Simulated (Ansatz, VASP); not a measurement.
## Two plane-wave programs on Te

File POSCAR:

```
Te
1.0
    5.2232600000      0.0000000000      0.0000000000
    0.0000000000      5.2232600000      0.0000000000
    0.0000000000      0.0000000000      5.2232600000
Te
4
Direct
    0.8750000000      0.1250000000      0.6250000000
    0.3750000000      0.3750000000      0.3750000000
    0.1250000000      0.6250000000      0.8750000000
    0.6250000000      0.8750000000      0.1250000000
```

The input INCAR.step1:

```
SYSTEM = Te
  ALGO = Normal
  EDIFF = 1E-5
  ENCUT = 520
  GGA = PE
  ISIF = 2
  ISMEAR = -1
  LASPH = .True.
  LCHARG = .False.
  LREAL = .False.
  LWAVE = .True.
  NELM = 80
  PREC = Accurate
  SIGMA = 0.05
```

The input INCAR.step2:

```
SYSTEM = Te
  AEXX = 0.05
  ALGO = Normal
  EDIFF = 1E-6
  ENCUT = 520
  GGA = PE
  HFSCREEN = 0.2
  ISIF = 2
  ISMEAR = -1
  ISTART = 1
  LASPH = .True.
  LCHARG = .False.
  LHFCALC = .True.
  LREAL = .False.
  LWAVE = .False.
  NELM = 80
  PREC = Accurate
  PRECFOCK = Fast
  SIGMA = 0.05
```

KPOINTS

```
k-points
0
Gamma
  3 3 3
  0 0 0
```

input.yaml

```yaml
crystal:
  lattice:
    - [5.22326, 0.0, 0.0]
    - [0.0, 5.22326, 0.0]
    - [0.0, 0.0, 5.22326]
  atoms:
    - { symbol: Te, position: [0.875, 0.125, 0.625] }
    - { symbol: Te, position: [0.375, 0.375, 0.375] }
    - { symbol: Te, position: [0.125, 0.625, 0.875] }
    - { symbol: Te, position: [0.625, 0.875, 0.125] }
hamiltonian:
  xc: { exchange: pbe, correlation: pbe, exx: { coeff: 0.05, omega: 0.2 } }
  pseudopotentials: { kind: paw }
kpoints:
  mp_grid: { grid: [3, 3, 3] }
scf:
  occupations: { method: fermi_dirac, width: 0.05 }
output:
  forces: true
  stress: true
  eigenvalues: true
```

The cell was built by a generator and needn't be a form met in nature.

Alike in both runs: task single point; functional HSE(alpha, omega); k mesh 3 × 3 × 3; occupations fermi-dirac, width 0.05 eV; no spin polarisation.

|  | VASP | Ansatz |
| --- | --- | --- |
| version | VASP 6.6.1 | Ansatz 0.2.0 |
| potentials or method | VASP PAW PBE potentials, release 64 (Te) | Ansatz PAW |
| plane-wave cutoff (eV) | 520 | 420 |
| valence electrons in the cell | 24 | 64 |

VASP gave:

- gap on the k mesh at the Fermi level (eV): 0.22
- least direct gap on the mesh (eV): 0.80
- pressure (GPa): -0.3

Question: Which values does Ansatz return?

Answer: gap on the k mesh at the Fermi level (eV): 0.22; least direct gap on the mesh (eV): 0.80; pressure (GPa): -0.2.

With one functional, cell and mesh, what is left measures potentials, basis and numerics. The two sets of potentials don't hold the same shells in valence.

Caveats: the PAW data sets were made with another functional, which shifts forces and pressure a little (VASP); spin-orbit coupling is left out, which moves the levels of the heavy elements (VASP); an odd mesh through Γ misses points on the zone boundary, where band edges often lie (VASP); the k mesh is coarse (spacing up to 0.40 Å⁻¹), so the values aren't converged, least of all with exact exchange (Ansatz); the PAW data sets come from PBE, with cores solved anew for the run's functional, which leaves a small shift of forces and pressure (Ansatz); the thresholds are loose for stress (Ansatz).
